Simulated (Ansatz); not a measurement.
# Random alloy of the monolayer 2H WS2-WSe2 line, x = 0.62 (75 atoms): geometry optimisation

Aim: bring random alloy of the monolayer 2H WS2-WSe2 line, x = 0.62 (75 atoms) to a nearby minimum of the energy and see what moves.

Calculated with Ansatz 0.2.0; Kohn-Sham DFT, PBE, PAW (set soft_2, large core), plane waves.

## 1. Starting point

The cell holds 75 atoms: 25 W, 19 S and 31 Se. Cell: a = 16.337 Å, b = 16.337 Å, c = 18.500 Å, α = 90.0°, β = 90.0°, γ = 120.0°. It derives from WS2 (monolayer 2H WS2-WSe2) and WSe2, repeated 5×5×1. Monolayer 2H WS2-WSe2: 75 atoms, 31 of 50 S sites given to Se at random, cell and internal coordinates interpolated linearly between the end members (Vegard's rule); not relaxed, displaced by a Gaussian of 0.02 Å. Lattice constants are starting values near those of PBE. Vacuum lies along c.

Before any run, some limits are plain. The host structure and its lattice constant were typed by rule, without a check against the phase diagram. Only the Γ point is sampled in the main run, in a cell whose shortest periodic width is 14 Å. No spin–orbit coupling is included, so levels derived from the heavy atoms are approximate.

## 2. Single point at the start

A single point comes first, to see the forces before anything moves.

File input.yaml:

```yaml
crystal:
  lattice:
    - [16.3375, 0.0, 0.0]
    - [-8.16875, 14.14869, 0.0]
    - [0.0, 0.0, 18.5]
  atoms:
    - { symbol: W, position: [0.00156, 0.99914, 0.49943] }
    - { symbol: S, position: [0.13263, 0.06789, 0.58609] }
    - { symbol: S, position: [0.13493, 0.06559, 0.41176] }
    - { symbol: W, position: [0.00073, 0.20207, 0.49777] }
    - { symbol: Se, position: [0.13267, 0.26612, 0.58981] }
    - { symbol: S, position: [0.13187, 0.26642, 0.41047] }
    - { symbol: W, position: [0.00046, 0.40082, 0.49881] }
    - { symbol: Se, position: [0.13537, 0.46794, 0.58912] }
    - { symbol: S, position: [0.13395, 0.4657, 0.41129] }
    - { symbol: W, position: [0.99867, 0.59962, 0.50057] }
    - { symbol: Se, position: [0.13221, 0.66611, 0.58784] }
    - { symbol: Se, position: [0.13182, 0.66572, 0.41141] }
    - { symbol: W, position: [0.9988, 0.80033, 0.50179] }
    - { symbol: Se, position: [0.13411, 0.8664, 0.58762] }
    - { symbol: Se, position: [0.13361, 0.86906, 0.41147] }
    - { symbol: W, position: [0.19936, 0.00027, 0.50227] }
    - { symbol: S, position: [0.33392, 0.06754, 0.58891] }
    - { symbol: Se, position: [0.33209, 0.06505, 0.41104] }
    - { symbol: W, position: [0.20016, 0.20083, 0.50091] }
    - { symbol: Se, position: [0.33468, 0.26707, 0.58954] }
    - { symbol: Se, position: [0.3333, 0.26844, 0.41197] }
    - { symbol: W, position: [0.19998, 0.40069, 0.49992] }
    - { symbol: S, position: [0.33579, 0.46882, 0.59094] }
    - { symbol: Se, position: [0.3306, 0.46463, 0.41087] }
    - { symbol: W, position: [0.20082, 0.60124, 0.50034] }
    - { symbol: S, position: [0.33064, 0.66623, 0.58948] }
    - { symbol: S, position: [0.33415, 0.66774, 0.41118] }
    - { symbol: W, position: [0.19989, 0.80026, 0.50044] }
    - { symbol: Se, position: [0.33366, 0.86683, 0.58786] }
    - { symbol: Se, position: [0.33388, 0.86684, 0.41264] }
    - { symbol: W, position: [0.4016, 0.00026, 0.49959] }
    - { symbol: Se, position: [0.53285, 0.06727, 0.58866] }
    - { symbol: Se, position: [0.53294, 0.06673, 0.41075] }
    - { symbol: W, position: [0.40054, 0.19937, 0.50132] }
    - { symbol: Se, position: [0.53425, 0.26751, 0.5874] }
    - { symbol: Se, position: [0.53406, 0.26771, 0.41039] }
    - { symbol: W, position: [0.3997, 0.40005, 0.49852] }
    - { symbol: S, position: [0.53432, 0.46786, 0.58765] }
    - { symbol: S, position: [0.53283, 0.46481, 0.41138] }
    - { symbol: W, position: [0.39881, 0.60159, 0.50044] }
    - { symbol: Se, position: [0.53276, 0.66557, 0.58996] }
    - { symbol: S, position: [0.53443, 0.66404, 0.41276] }
    - { symbol: W, position: [0.40223, 0.80048, 0.4987] }
    - { symbol: S, position: [0.53426, 0.86641, 0.58793] }
    - { symbol: S, position: [0.53222, 0.86744, 0.41228] }
    - { symbol: W, position: [0.5996, 0.00074, 0.49876] }
    - { symbol: Se, position: [0.73435, 0.06673, 0.58838] }
    - { symbol: Se, position: [0.73382, 0.06789, 0.41223] }
    - { symbol: W, position: [0.60075, 0.20019, 0.50008] }
    - { symbol: S, position: [0.73425, 0.267, 0.58932] }
    - { symbol: Se, position: [0.73123, 0.26322, 0.41254] }
    - { symbol: W, position: [0.60299, 0.40062, 0.49989] }
    - { symbol: S, position: [0.73308, 0.4665, 0.5886] }
    - { symbol: Se, position: [0.73159, 0.46594, 0.41034] }
    - { symbol: W, position: [0.60009, 0.59958, 0.50054] }
    - { symbol: Se, position: [0.73382, 0.66806, 0.58881] }
    - { symbol: Se, position: [0.73467, 0.66399, 0.41072] }
    - { symbol: W, position: [0.60289, 0.80357, 0.49973] }
    - { symbol: Se, position: [0.73323, 0.86635, 0.59002] }
    - { symbol: Se, position: [0.73346, 0.86763, 0.41107] }
    - { symbol: W, position: [0.79866, 0.00044, 0.50054] }
    - { symbol: S, position: [0.93484, 0.06651, 0.58791] }
    - { symbol: S, position: [0.93419, 0.06701, 0.41172] }
    - { symbol: W, position: [0.80073, 0.20164, 0.5004] }
    - { symbol: S, position: [0.93645, 0.26824, 0.58929] }
    - { symbol: Se, position: [0.93177, 0.26752, 0.41187] }
    - { symbol: W, position: [0.80173, 0.40148, 0.49957] }
    - { symbol: Se, position: [0.93394, 0.46587, 0.59069] }
    - { symbol: Se, position: [0.93046, 0.46418, 0.40963] }
    - { symbol: W, position: [0.79812, 0.59842, 0.50211] }
    - { symbol: S, position: [0.93198, 0.66477, 0.58979] }
    - { symbol: Se, position: [0.93174, 0.66492, 0.41237] }
    - { symbol: W, position: [0.80046, 0.79939, 0.50152] }
    - { symbol: Se, position: [0.93463, 0.86895, 0.58912] }
    - { symbol: Se, position: [0.93532, 0.86682, 0.4101] }
kpoints:
  mp_grid: { grid: [1, 1, 1] }
hamiltonian:
  xc: pbe
  pseudopotentials: { kind: paw, core: large }
scf:
  occupations: { method: fermi_dirac, width: 0.025 }
output:
  forces: true
```

Command:

```bash
ansatz run input.yaml --threads 6 --pin off --max-ram 102400MiB --backend cuda --events-out ev --progress --plain --runs-dir out
```

Numbers of over 12 decimals in the logs are rounded to 6 here.

Log:

```text
Engine: ansatz 0.2.0, x86_64-unknown-linux-gnu
Pseudopotentials: kind: paw
Pseudopotential: W, paw, valence charge 14, recommended cutoff 420 eV (normal), W.paw.azcp
Pseudopotential: S, paw, valence charge 6, recommended cutoff 420 eV (normal), S.paw.azcp
Pseudopotential: Se, paw, valence charge 6, recommended cutoff 420 eV (normal), Se.paw.azcp#standard-large-core
[... 5 lines on functional and potentials left out ...]
device memory: the entry about to start is reckoned to put 7.1 GiB on a device that reports 72.0 GiB free
GPU FFT provider: cuFFT
GPU libraries: cuBLAS 13.8.2, cuFFT 12.4.0, cuSOLVER 12.3.4
Crystal: 75 atoms, lattice volume = 4276.353 Å³
Basis set: ecut = 420 eV, 83725 PW (Γ), exchange–correlation on 240×240×250 points (8 copies of the dense FFT grid, shifted against one another)
Bands: 400, of which v1, the nominal top of the filled ones, is band 325 counted from 1 (324 counted from 0)
Symmetry: 1 space group operations
Space group: P1 (ITA 1), of the structure as read, at distance tolerance 1.6e-4 Å
k-points: 1
[... 7 lines on functional and potentials left out ...]
Initial density: superposition of atomic densities (neutral atoms: chi_scale 0, normalization atom)
Initial wavefunctions: pseudopotential atomic-orbital guess
GPU buffer pool allocated for 1800000 grid points (all kernels)
GPU transforms: local potential and band sums: pruned to the plane-wave sphere, on 120×120×125
Functional: x = pbe(κ = 0.804, μ = 0.219515), c = pbe(β = 0.066725)
SCF iter   1: F=—  HF=-356738.951275 eV  |F-HF|=—  |Δ(HF+E_count)|=         —  Δρ=2.32e-2  dr2=2.78e1  ethr=3.10e-3  ⟨swp⟩=8.0  Hψ=2032  notcnv=0  defer=8
preconditioner: auto → Resta (q_TF=auto, 1.993 Å⁻¹)  ε∞=3.2  [insulator: Δε(μ)=1.994 eV  Ē_g=8.196 eV  σ=0.025 eV  W_gap=1.00  n_scr=562 (ndim 8)  ℏωp=12.0 eV  f_vac=0.613  D(μ)=0.00/eV (n_scr^D=0)  ε∞_Penn≈3.2  vacuum switching on, ρ_ref=4.9e-3 e/Å³]
SCF iter   2: F=—  HF=-356731.951718 eV  |F-HF|=—  |Δ(HF+E_count)|=    7.00e0  Δρ=1.09e-2  dr2=8.42e0  ethr=3.10e-3  ⟨swp⟩=3.0  Hψ=658  notcnv=0  defer=57
SCF iter   3: F=—  HF=-356731.433950 eV  |F-HF|=—  |Δ(HF+E_count)|=   5.18e-1  Δρ=7.64e-3  dr2=6.85e0  ethr=1.30e-3  ⟨swp⟩=4.0  Hψ=997  notcnv=0  defer=37
automatic band count: iteration 3 solves 377 bands in place of 400: the levels show a gap, and the empty bands left out lie too high to hold charge; the band table lists the bands solved (type scf.n_extra_bands for more)
SCF iter   4: F=—  HF=-356730.775005 eV  |F-HF|=—  |Δ(HF+E_count)|=   6.59e-1  Δρ=2.88e-3  dr2=1.17e0  ethr=1.05e-3  ⟨swp⟩=4.0  Hψ=983  notcnv=0  defer=35
SCF iter   5: F=—  HF=-356730.641285 eV  |F-HF|=—  |Δ(HF+E_count)|=   1.34e-1  Δρ=1.27e-3  dr2=9.58e-2  ethr=1.80e-4  ⟨swp⟩=6.0  Hψ=660  notcnv=0  defer=38
SCF iter   6: F=—  HF=-356730.640216 eV  |F-HF|=—  |Δ(HF+E_count)|=   1.07e-3  Δρ=5.39e-4  dr2=4.07e-2  ethr=1.47e-5  ⟨swp⟩=2.0  Hψ=670  notcnv=0  defer=40
SCF iter   7: F=—  HF=-356730.639220 eV  |F-HF|=—  |Δ(HF+E_count)|=   9.96e-4  Δρ=2.62e-4  dr2=8.66e-3  ethr=6.26e-6  ⟨swp⟩=6.0  Hψ=518  notcnv=0  defer=40
SCF iter   8: F=—  HF=-356730.637503 eV  |F-HF|=—  |Δ(HF+E_count)|=   1.72e-3  Δρ=1.29e-4  dr2=1.17e-3  ethr=1.33e-6  ⟨swp⟩=3.0  Hψ=509  notcnv=0  defer=40
SCF iter   9: F=—  HF=-356730.637732 eV  |F-HF|=—  |Δ(HF+E_count)|=   2.29e-4  Δρ=7.28e-5  dr2=8.92e-4  ethr=1.79e-7  ⟨swp⟩=3.0  Hψ=646  notcnv=0  defer=40
SCF iter  10: F=—  HF=-356730.639644 eV  |F-HF|=—  |Δ(HF+E_count)|=   1.91e-3  Δρ=3.71e-5  dr2=2.00e-4  ethr=1.37e-7  ⟨swp⟩=2.0  Hψ=497  notcnv=0  defer=40
SCF iter  11: F=—  HF=-356730.637672 eV  |F-HF|=—  |Δ(HF+E_count)|=   1.97e-3  Δρ=1.41e-5  dr2=1.76e-5  ethr=3.07e-8  ⟨swp⟩=2.0  Hψ=493  notcnv=0  defer=40
SCF iter  12: F=—  HF=-356730.636794 eV  |F-HF|=—  |Δ(HF+E_count)|=   8.78e-4  Δρ=7.75e-6  dr2=6.49e-6  ethr=2.70e-9  ⟨swp⟩=3.0  Hψ=579  notcnv=0  defer=40
SCF iter  13: F=—  HF=-356730.636794 eV  |F-HF|=—  |Δ(HF+E_count)|=   7.29e-8  Δρ=4.85e-6  dr2=2.18e-6  ethr=9.98e-10  ⟨swp⟩=2.0  Hψ=485  notcnv=0  defer=40
SCF iter  14: F=—  HF=-356730.636794 eV  |F-HF|=—  |Δ(HF+E_count)|=   2.37e-7  Δρ=1.94e-6  dr2=2.87e-7  ethr=3.35e-10  ⟨swp⟩=4.0  Hψ=797  notcnv=0  defer=40
SCF iter  15: F=—  HF=-356730.636794 eV  |F-HF|=—  |Δ(HF+E_count)|=   8.65e-8  Δρ=1.12e-6  dr2=1.43e-7  ethr=1.54e-11  ⟨swp⟩=5.0  Hψ=1347  notcnv=0
SCF iter  16: F=-356730.636794 eV  HF=-356730.636794 eV  |F-HF|=1.93e-8  |Δ(HF+E_count)|=   1.68e-8  Δρ=5.69e-7  dr2=4.01e-8  ethr=1.54e-11  ⟨swp⟩=4.0  Hψ=1106  notcnv=0
SCF 1 converged in 16 iterations: F = -356730.636794 eV  dr2 = 4.01e-8
  greatest PAW one-centre occupation: 1.000 electrons in one spin orbital (limit 2), on the W atom at site 39 (counted from 0), in its partial waves of l = 0
SCF converged after 16 iterations
Free energy (F): -356730.636794 eV
Harris-Foulkes:  -356730.636794 eV  (|F-HF|=1.93e-8)
Internal energy: -356730.636794 eV  (E = F + TS)
E sigma→0 (E₀):  -356730.636794 eV
Fermi energy:    0.963253 eV
--- Per-component energies (eV) ---
  E_band       = -11698.020659
  E_kinetic    = 16434.934076
  E_local      = -329894.954293  (includes V_loc(G=0)·N_el)
  E_nonlocal   = 2224.659472
  E_hartree    = 156603.731314
  E_xc         = -14433.182522
  E_vxc        = -10176.796023  (∫ρ·V_xc dr)
  E_paw        = -293811.976997  (= ΣΔE_a)
  E_vpaw       = -3493.308795  (= ΣTr[D̂ρ^β])
  E_aug_tail   = -0.001383  (compensation charges beyond the density's cutoff)
  E_ewald      = 106146.153540
  E_smearing   = -0.000000  (= −TS)
  E_closure    = 0.000000  (closes the sum)
  Σ components = -356730.636794   (vs F -356730.636794, Δ=0.00e0)
--- Forces (eV/Å), atoms counted from 1 ---
  atom   1  W     -0.52988347     1.92806963    -0.28869565
  atom   2  S      0.14816597    -0.05696162    -0.69593029
  atom   3  S     -0.22796796     0.23744182     1.47587438
  atom   4  W      0.29092627    -1.17553178     0.91116536
  atom   5  Se    -0.13200298     0.18574821     0.48117033
  atom   6  S      0.17944920     0.09612088     1.52965283
  atom   7  W      0.72614171    -0.22570310     0.74961374
  atom   8  Se    -0.22449225    -0.06828731     0.69315823
  atom   9  S     -0.15611523     0.27242451     1.39111297
  atom  10  W     -0.49416510    -0.25386934     0.55249169
  atom  11  Se     0.09653382     0.07928756     1.32347831
  atom  12  Se     0.10063306     0.05413491    -0.92667419
  atom  13  W      0.42965398    -1.05873512    -0.04652214
  atom  14  Se    -0.23005080     0.03671534     1.77258903
[...]
atom  74  Se    -0.05046795    -0.08981597     1.30970706
  atom  75  Se    -0.32857854    -0.07536007    -0.59303526
  max |Σ_I F_I| component: 3.03e-5 eV/Å
```

Run time: 3.4 s. Hardware: 1 × NVIDIA H100 80GB HBM3 with 6 threads of AMD EPYC 7R13 (Zen 3), shared host; peak memory 1.8 GiB; 5.7 s of CPU time.

That memory is the host's; the program planned up to 7.1 GiB on the GPU.

The program notes that potentials were chosen by core size.

Numbers from this run:

```yaml
free_energy: -356730.6368 eV
free_energy_per_atom: -4756.4085 eV/atom
scf_cycles: 16
r_m_s_force_component: 0.7971 eV/Å
longest_force: 2.342 eV/Å
fermi_energy: 0.9633 eV
```

The r.m.s. force component of 0.80 eV/Å sets the starting point.

Length of the force by element:

```csv
element,coordination,atoms,mean length of the force (eV/Å),spread,least,most
S,all,19,1.45,0.271,0.714,2.05
Se,all,31,1.04,0.347,0.431,1.79
W,all,25,1.49,0.603,0.216,2.34
```

## 3. Relaxation

The atoms are relaxed in the fixed cell, aiming at the force tolerance of the input.

input.yaml, as its differences from that of step 2:

```diff
@@ -16 +16,4 @@
   forces: true
+relax:
+  f_tol: 0.04
+  max_steps: 150
```

Log:

```text
[...]
GPU FFT provider: cuFFT
GPU libraries: cuBLAS 13.8.2, cuFFT 12.4.0, cuSOLVER 12.3.4
Crystal: 75 atoms, lattice volume = 4276.353 Å³
Basis set: ecut = 420 eV, 83725 PW (Γ), exchange–correlation on 240×240×250 points (8 copies of the dense FFT grid, shifted against one another)
Bands: 400, of which v1, the nominal top of the filled ones, is band 325 counted from 1 (324 counted from 0)
Symmetry: 1 space group operations
[...]
k-points: 1
[...]
GPU buffer pool allocated for 1800000 grid points (all kernels)
[...]
SCF iter   1: F=—  HF=-356738.951247 eV  |F-HF|=—  |Δ(HF+E_count)|=         —  Δρ=2.32e-2  dr2=2.78e1  ethr=3.10e-3  ⟨swp⟩=8.0  Hψ=2032  notcnv=0  defer=8
[...]
SCF iter  11: F=-356730.636781 eV  HF=-356730.636795 eV  |F-HF|=1.33e-5  |Δ(HF+E_count)|=   3.41e-5  Δρ=1.58e-5  dr2=2.30e-5  ethr=6.15e-9  ⟨swp⟩=4.0  Hψ=1515  notcnv=0
SCF 1 converged in 11 iterations: F = -356730.636781 eV  dr2 = 2.30e-5
[...]
relax step   1: F+E_penalty+E_count = -356730.63678139 eV  Δ(F+E_penalty+E_count) = +0.000e0 eV  max|allowed force component| = 2.212e0 eV/Å  Δτ_max = 0.0000 Å  (11 SCF iters, dr2 threshold 4.00e-5 eV, accepted)
[...]
relax step   2: F+E_penalty+E_count = -356733.52862220 eV  Δ(F+E_penalty+E_count) = -2.892e0 eV  max|allowed force component| = 9.153e-1 eV/Å  Δτ_max = 0.1968 Å  (8 SCF iters, dr2 threshold 1.00e-4 eV, accepted)
[...]
relax step   3: F+E_penalty+E_count = -356733.98461389 eV  Δ(F+E_penalty+E_count) = -4.560e-1 eV  max|allowed force component| = 4.160e-2 eV/Å  Δτ_max = 0.1053 Å  (8 SCF iters, dr2 threshold 5.24e-5 eV, accepted)
[...]
relax step   4: F+E_penalty+E_count = -356733.98463192 eV  Δ(F+E_penalty+E_count) = -1.803e-5 eV  max|allowed force component| = 4.201e-2 eV/Å  Δτ_max = 0.0000 Å  (6 SCF iters, accepted)
[...]
relax step   5: F+E_penalty+E_count = -356733.98600589 eV  Δ(F+E_penalty+E_count) = -1.374e-3 eV  max|allowed force component| = 3.089e-3 eV/Å  Δτ_max = 0.0067 Å  (8 SCF iters, accepted)
SCF converged after 8 iterations
Free energy (F): -356733.986006 eV
[...]
Internal energy: -356733.986006 eV  (E = F + TS)
E sigma→0 (E₀):  -356733.986006 eV
Fermi energy:    1.009080 eV
[...]
--- Forces (eV/Å), atoms counted from 1 ---
  atom   1  W     -0.00022974    -0.00014109     0.00029335
  atom   2  S      0.00066518    -0.00009185    -0.00030226
  atom   3  S      0.00032604    -0.00001908    -0.00005506
  atom   4  W     -0.00030191    -0.00131330    -0.00097054
  atom   5  Se     0.00019082    -0.00084286     0.00069198
  atom   6  S     -0.00061155     0.00022504    -0.00105280
  atom   7  W      0.00107209     0.00001595     0.00054021
  atom   8  Se    -0.00017507     0.00013216    -0.00031903
  atom   9  S      0.00008048     0.00044376    -0.00077569
  atom  10  W     -0.00010974    -0.00012672     0.00096575
  atom  11  Se    -0.00129290    -0.00047891    -0.00042844
  atom  12  Se     0.00202285    -0.00006626    -0.00029161
  atom  13  W     -0.00060624    -0.00008269     0.00076902
  atom  14  Se    -0.00033962     0.00034381    -0.00077031
[...]
atom  74  Se     0.00048190    -0.00027624    -0.00037580
  atom  75  Se    -0.00051323     0.00078543     0.00004835
  max |Σ_I F_I| component: 1.40e-4 eV/Å
--- Relaxed structure (5 steps of the walk, 5 accepted, 0 SCFs on fresh bases) ---
  F+E_penalty+E_count = -356733.98600589 eV   max|allowed force component| = 3.089e-3 eV/Å
  atoms:
    - { symbol: W, position: [0.00197333, 1.003668, 0.501825] }
    - { symbol: S, position: [0.133849, 0.067099, 0.585410] }
    - { symbol: S, position: [0.132439, 0.068625, 0.417321] }
    - { symbol: W, position: [-0.000113949, 0.199011, 0.501820] }
[...]
- { symbol: Se, position: [0.933803, 0.869505, 0.409857] }
```

It took 11 s on 1 × NVIDIA H100 80GB HBM3 with 6 threads; peak memory 1.8 GiB; 20 s of CPU time.

That memory is the host's; the program planned up to 7.1 GiB on the GPU.

Relaxation path:

```csv
step,energy less that of the first step (eV),largest force component (eV/Å)
1,0.0000,2.2121
2,-2.8918,0.9153
3,-3.3478,0.0416
4,-3.3479,0.0420
5,-3.3492,0.0031
```

The atoms that moved most (Å):

```csv
atom,dx,dy,dz,length
S6,0.020,0.003,0.180,0.181
S50,-0.006,0.013,-0.175,0.176
S9,0.022,0.015,0.161,0.163
S42,-0.066,0.037,0.141,0.160
S53,0.006,-0.004,-0.160,0.160
S71,-0.002,0.011,-0.159,0.159
Se51,0.021,0.042,-0.152,0.159
S65,-0.051,-0.029,-0.127,0.140
```

The relaxation changed the energy by -44.7 meV/atom, and atoms moved by 0.091 Å r.m.s., 0.18 Å at most.

## 4. Local order after relaxation

Bonds before and after, by the cutoffs listed below:

```csv
pair,bonds before,bonds after,mean before (Å),mean after (Å),spread before (Å),spread after (Å)
Se-W,93,93,2.502,2.549,0.025,0.004
W-S,57,57,2.499,2.419,0.027,0.004
```

Normalised to the volume that the atoms fill. g(r), total and by pair (bins of 0.2 Å):

```csv
r (Å),total,Se-Se,Se-W,Se-S,W-W,W-S,S-S
2.40,1.75,0.00,0.00,0.00,0.00,10.40,0.00
2.60,2.61,0.00,9.45,0.00,0.00,0.00,0.00
2.80,0.00,0.00,0.00,0.00,0.00,0.00,0.00
3.00,0.00,0.00,0.00,0.00,0.00,0.00,0.00
3.20,3.44,3.57,0.00,6.70,9.09,0.00,6.54
3.40,0.80,2.85,0.00,0.23,2.36,0.00,0.00
3.60,0.00,0.00,0.00,0.00,0.00,0.00,0.00
3.80,0.00,0.00,0.00,0.00,0.00,0.00,0.00
4.00,0.60,0.00,0.32,0.00,0.00,3.00,0.00
4.20,1.01,0.00,3.25,0.00,0.00,0.69,0.00
4.40,0.18,0.00,0.00,0.00,0.00,0.00,2.83
4.60,0.68,0.29,0.00,3.02,0.00,0.00,0.00
4.80,0.41,2.38,0.00,0.00,0.00,0.00,0.00
5.00,0.00,0.00,0.00,0.00,0.00,0.00,0.00
5.20,1.70,0.00,3.42,0.00,0.00,4.50,0.00
5.40,0.27,0.00,0.97,0.00,0.00,0.00,0.00
5.60,1.11,1.56,0.00,1.68,3.32,0.00,1.86
5.80,0.17,0.36,0.00,0.21,0.50,0.00,0.09
6.00,0.00,0.00,0.00,0.00,0.00,0.00,0.00
6.20,0.00,0.00,0.00,0.00,0.00,0.00,0.00
6.40,0.33,0.18,0.00,0.62,0.51,0.00,1.70
6.60,1.26,2.62,0.00,2.30,2.36,0.00,1.12
6.80,0.01,0.00,0.00,0.00,0.00,0.07,0.00
7.00,1.09,0.00,2.46,0.00,0.00,2.45,0.00
7.20,0.25,0.00,0.03,0.87,0.00,0.00,0.98
7.40,0.26,1.05,0.00,0.40,0.00,0.00,0.00
7.60,0.14,0.00,0.15,0.00,0.00,0.56,0.00
7.80,0.32,0.00,0.87,0.00,0.00,0.47,0.00
```

Bonds by pair of elements; cutoffs follow the first minimum of g(r), held within bounds set by covalent radii, and pairs that aren't listed don't count as bonded:

```csv
pair A-B,cutoff (Å),bonds,mean length (Å),spread (Å),shortest (Å),B about A,A about B
Se-W,3.3,93,2.55,0.004,2.54,3,3.72
W-S,3.12,57,2.42,0.004,2.41,2.28,3
```

How many atoms have how many bonded neighbours:

```csv
element,mean,3,6
S,3,19,0
Se,3,31,0
W,6,0,25
```

Bond angles, per cent of each kind in bins of 5°:

```csv
angle (°),S-W-Se,Se-W-Se,W-Se-W,W-S-W,S-W-S
75–80,0.0,11.8,35.5,0.0,20.4
80–85,58.2,49.3,64.5,91.2,42.6
85–90,0.0,0.0,0.0,8.8,0.0
90–95,0.0,0.0,0.0,0.0,0.0
95–100,0.0,0.0,0.0,0.0,0.0
100–105,0.0,0.0,0.0,0.0,0.0
105–110,0.0,0.0,0.0,0.0,0.0
110–115,0.0,0.0,0.0,0.0,0.0
115–120,0.0,0.0,0.0,0.0,0.0
120–125,0.0,0.0,0.0,0.0,0.0
125–130,0.0,0.0,0.0,0.0,0.0
130–135,10.7,5.6,0.0,0.0,13.0
135–140,31.1,33.3,0.0,0.0,24.1
```

Bond angles (no mean is given where the spread exceeds 20°):

```csv
angle,count,mean (°),spread (°)
S-W-Se,177,-,-
Se-W-Se,144,-,-
W-Se-W,93,80.4,0.8
W-S-W,57,83.9,0.9
S-W-S,54,-,-
```

With the cutoffs above, all S atoms have 3, all Se atoms have 3 and all W atoms have 6 bonded neighbours.

[end of part 1 of 3]

[Logs are printed without paths, hosts, clocks, repeated set-up lines and the standing remarks that a program may print on its own settings, such as how far it seeks lower states.]

[Hosts, paths, dates, database ids (printed as entryN), source tags and the programs' standing remarks are cut or masked in the printed files.]
